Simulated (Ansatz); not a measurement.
# AlNi3: moving Al off its site

AlNi3, Fm-3m, a = 5.597 Å. The structure is a Materials Project entry; whether it is the stable form wasn't checked. Ansatz: PBEsol, PAW, 420 eV, Γ-centred 14×14×14 mesh on 4 atoms, Gaussian smearing 0.15 eV; no spin polarisation.

```xyz
4
Lattice="0.0000 2.7984 2.7984 2.7984 0.0000 2.7984 2.7984 2.7984 0.0000" Properties=species:S:1:pos:R:3 pbc="T T T"
Al    2.7984    2.7984    2.7984
Ni    1.3992    1.3992    1.3992
Ni    0.0000    0.0000    0.0000
Ni    4.1976    4.1976    4.1976
```

Atom 1 (Al) moves by x along the unit vector (-0.577, -0.577, -0.577), with its periodic images; all else is held. y is the free energy of the cell over the start, F the force along the path summed over the moved atoms. Symmetry makes y even in x.

```tsv
x (Å)	y (meV)	F (eV/Å)
-0.450	1106.7	5.75
-0.270	357.5	2.81
-0.090	37.6	0.84
0.000	0.0	0.00
0.135	85.4	-1.28
0.180	?	?
0.225	243.7	-2.26
0.315	497.5	-3.42
0.360	666.5	-4.10
0.405	868.1	-4.87
```

Q: Fit y = c2 x² + c4 x⁴ to the energies of the other rows, give the force constant, and predict energy and force of the missing row.

A: Least squares on the rows shown. y = 4583.7 x² + 4341.3 x⁴. The force constant is 2 c2 = 9.17 eV/Å² (for all images moving together, not for a lone atom). The force −dy/dx at the missing row is -1.75 eV/Å (computed -1.75). At x = 0.180 the fit asked for gives 153.1 meV. The run gave 153.6 meV, so the fit is 0.5 meV too low, within twice the rms miss on the fitted rows (0.4 meV).

Cost: 10 runs of about 2.9 core-minutes in all, on Intel Xeon 6975P-C (Granite Rapids) (shared hosts).